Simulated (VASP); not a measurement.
# HfN under changes of volume

One of the cells (11.323 Å³/atom); the others are scaled copies at fixed shape and fractional positions:

```xyz
2
Lattice="0.0000 2.2456 2.2456 2.2456 0.0000 2.2456 2.2456 2.2456 0.0000" Properties=species:S:1:pos:R:3 pbc="T T T"
Hf    0.0000    0.0000    0.0000
N     2.2456    2.2456    2.2456
```

* Program: VASP 6.6.1
* Functional: PBEsol
* Potentials or basis: VASP PAW PBE potentials, release 64 (Hf_pv, N)
* Cutoff: 520 eV
* k mesh: 8 × 8 × 8
* Occupations: fermi-dirac, width 0.05 eV
* Spin: no spin polarisation

```csv
volume (Å³/atom),energy over the lowest point (meV/atom),pressure (GPa)
10.870,?,?
11.097,4.55,6.3
11.323,0.00,0.1
11.550,3.73,-5.5
11.776,14.90,-10.4
```

What does the run at 10.870 Å³/atom give?

Energy over the lowest point 18.30 meV/atom; pressure 13.1 GPa.

Worked out: A Birch-Murnaghan fit of order 2 (a polynomial in V^(-2/3)) to the other rows has its minimum at 11.33 Å³/atom with B0 = V·E''(V) = 291 GPa. It gives 18.28 meV/atom at 10.870 Å³/atom, against the run's 18.30, and -dE/dV = 13.2 GPa, against 13.1.

Energies are extrapolated to zero smearing.

Caveats: the PAW data sets were made with another functional, which shifts forces and pressure a little.
